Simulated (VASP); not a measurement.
**Zn under changes of volume**

One of the cells (14.410 Å³/atom); the others are scaled copies at fixed shape and fractional positions:

```
Zn
1.0
    -1.53298    1.53298    1.53298
     1.53298   -1.53298    1.53298
     1.53298    1.53298   -1.53298
Zn
1
Direct
  0.00000 0.00000 0.00000
```

This isn't the form of Zn at room conditions, which is hcp.

| Property | Result |
| --- | --- |
| Program | VASP 6.6.1 |
| Functional | PBEsol |
| Potentials or basis | VASP PAW PBE potentials, release 64 (Zn) |
| Cutoff | 520 eV |
| k mesh | 10 × 10 × 10 |
| Occupations | fermi-dirac, width 0.05 eV |
| Spin | no spin polarisation |

```csv
volume (Å³/atom),energy over the lowest point (meV/atom),pressure (GPa)
13.834,7.37,4.1
14.122,1.91,2.0
14.410,0.00,0.2
14.698,?,?
14.987,5.26,-2.9
```

Q: What does the run at 14.698 Å³/atom give?

A: Energy over the lowest point 1.24 meV/atom; pressure -1.5 GPa.

Worked out: A Birch-Murnaghan fit of order 2 (a polynomial in V^(-2/3)) to the other rows has its minimum at 14.44 Å³/atom with B0 = V·E''(V) = 87 GPa. It gives 1.19 meV/atom at 14.698 Å³/atom, against the run's 1.24, and -dE/dV = -1.5 GPa, against -1.5.

Energies are extrapolated to zero smearing.

Caveats: the PAW data sets were made with another functional, which shifts forces and pressure a little.
